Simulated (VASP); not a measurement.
A run of VASP 6.6.1:

INCAR

```
  ALGO = Normal
  EDIFF = 1E-7
  ENCUT = 520
  GGA_COMPAT = False
  ISIF = 2
  ISMEAR = 0
  LASPH = True
  LCHARG = False
  LMIXTAU = True
  LNONCOLLINEAR = True
  LORBIT = 11
  LREAL = False
  LSORBIT = True
  LWAVE = False
  MAGMOM = 0 0 0 0 0 0
  METAGGA = R2SCAN
  NBANDS = 20
  NELM = 80
  PREC = Accurate
  SIGMA = 0.02
```

The input KPOINTS:

```
k-points
0
Gamma
  8 8 8
```

POSCAR

```
Si
1.0
    0.0000000000      2.7182155000      2.7100690000
    2.7182155000      0.0000000000      2.7100690000
    2.7182155000      2.7182155000      0.0000000000
Si
2
Direct
    0.0000000000      0.0000000000      0.0000000000
    0.2500000000      0.2500000000      0.2500000000
```

Potentials or basis: VASP PAW PBE potentials, release 64 (Si).

The run is started by

```sh
$ cat potpaw_PBE.64/Si/POTCAR > POTCAR
$ mpirun -np 1 vasp_ncl > vasp.out
```

Hardware: 1 thread of Intel(R) Xeon(R) Platinum 8259CL CPU @ 2.50GHz (Skylake/Cascade Lake), on a shared host.

Problem. How long does it take, and how much memory?

Solution. It took 12 min on 1 thread of Intel(R) Xeon(R) Platinum 8259CL CPU @ 2.50GHz (Skylake/Cascade Lake), on a shared host, peak memory 0.34 GiB. Counts: scf iterations 16, k points 59.
